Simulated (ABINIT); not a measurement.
# TaN in ABINIT: the effect of target pressure

TaN:

```
CELL_PARAMETERS angstrom
0.00000 2.21132 2.21132
2.21132 0.00000 2.21132
2.21132 2.21132 0.00000
ATOMIC_POSITIONS crystal
Ta 0.50000 0.50000 0.50000
N 0.00000 0.00000 0.00000
```

The cell comes from a database or a generator and needn't be the stable form of this composition.

Alike in all runs:

```yaml
Program: ABINIT 10.8.3 (patched build)
Task: relaxation of cell and atoms
Functional: PBEsol
Potentials_or_basis: JTH PAW PBE v2.0
Cutoff: 707 eV
k_mesh: 10 × 10 × 10
Occupations: fermi-dirac, width 0.05 eV
Spin: no spin polarisation
```

Each run relaxes the cell or the atoms first.

```csv
target pressure,relaxed volume (Å³/atom)
0 GPa,10.48
10 GPa,10.21
20 GPa,?
```

What does the run with target pressure 20 GPa give?

Relaxed volume 9.97 Å³/atom.

Caveats: the highest band is partly filled, so the run has too few bands; the PAW data sets were made with another functional, which shifts forces and pressure a little.

Runs at the PBE level aren't shown here.
